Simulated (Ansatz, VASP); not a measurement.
TaN: VASP beside Ansatz

```
CELL_PARAMETERS angstrom
2.93994 0.00000 0.00000
-1.46997 2.54606 0.00000
0.00000 0.00000 2.89018
ATOMIC_POSITIONS crystal
Ta 0.00000 0.00000 0.50000
N 0.66667 0.33333 0.00000
```

Alike in both runs: task single point; functional PBE; k mesh 13 × 13 × 11; occupations fermi-dirac, width 0.05 eV; no spin polarisation.

|  | VASP | Ansatz |
| --- | --- | --- |
| version | VASP 6.6.1 | Ansatz 0.2.0 |
| potentials or method | VASP PAW PBE potentials, release 64 (Ta_pv, N), cutoff 520 eV | all-electron LAPW, scalar-relativistic |

|  | VASP | Ansatz | Ansatz less VASP |
| --- | --- | --- | --- |
| pressure (GPa) | 4.0 | 3.5 | -0.52 |
| largest component of the traceless stress (GPa) | 0.02 | 0.08 | +0.061 |

Ansatz ran all-electron here, so the differences hold the error of VASP's frozen core and of both bases.

Spin-orbit coupling is left out, which matters for the levels of Ta.
